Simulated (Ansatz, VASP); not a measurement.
Two plane-wave programs on BN

Contents of INCAR:

```
SYSTEM = BN
PREC = Accurate
ENCUT = 520
EDIFF = 1E-7
ISMEAR = -1
SIGMA = 0.05
LREAL = .FALSE.
LASPH = .TRUE.
NELM = 100
ALGO = Normal
ISIF = 2
LWAVE = .FALSE.
LCHARG = .FALSE.
GGA = PE
NBANDS = 11
```

KPOINTS

```
Automatic mesh
0
G
  13 13 13
  0 0 0
```

Contents of POSCAR:

```
BN
1.0
    0.0000000000      3.4480760414      2.1368161481
    1.2347160791      0.0000000000      2.1368161481
    1.2347160791      3.4480760414      0.0000000000
N B
1 1
Direct
    0.6666513400      0.6666513400      0.3333486600
    0.0000486500      0.0000486500      0.9999513500
```

Contents of input.yaml:

```yaml
crystal:
  lattice:
    - [0.0, 3.4480760414, 2.1368161481]
    - [1.2347160791, 0.0, 2.1368161481]
    - [1.2347160791, 3.4480760414, 0.0]
  atoms:
    - { symbol: "N", position: [0.66665134, 0.66665134, 0.33334866] }
    - { symbol: B, position: [4.865e-05, 4.865e-05, 0.99995135] }
hamiltonian:
  xc: pbe
  pseudopotentials: { kind: paw }
kpoints:
  mp_grid: { grid: [13, 13, 13] }
scf:
  occupations: { method: fermi_dirac, width: 0.05 }
output:
  forces: true
  stress: true
  eigenvalues: true
```

Change from the starting cell: volume scaled by 0.96.

Alike in both runs: task single point; functional PBE; k mesh 13 × 13 × 13; occupations fermi-dirac, width 0.05 eV; no spin polarisation.

```csv
,VASP,Ansatz
version,VASP 6.6.1,Ansatz 0.2.0
potentials or method,"VASP PAW PBE potentials, release 64 (N, B)",Ansatz PAW
plane-wave cutoff (eV),520,420
valence electrons in the cell,8,8
```

VASP gave:

| Quantity | Value |
| --- | --- |
| gap on the k mesh at the Fermi level (eV) | 3.92 |
| least direct gap on the mesh (eV) | 4.75 |
| pressure (GPa) | 13.6 |
| largest component of the traceless stress (GPa) | 11.71 |
| rms of the force components (eV/Å) | 0.007 |

Problem. What did Ansatz give for the same quantities?

Solution. gap on the k mesh at the Fermi level (eV): 3.93; least direct gap on the mesh (eV): 4.75; pressure (GPa): 13.6; largest component of the traceless stress (GPa): 11.50; rms of the force components (eV/Å): 0.007.

Atom by atom the forces differ by 0.000 eV/Å (rms over components).

Caveats: an odd mesh through Γ misses points on the zone boundary, where band edges often lie (VASP); odd divisions of the mesh miss points on the zone boundary, where band edges often lie, so the gap on the mesh can be too wide (Ansatz); the pressure holds a Pulay correction of +0.6 GPa for the finite cutoff (Ansatz).
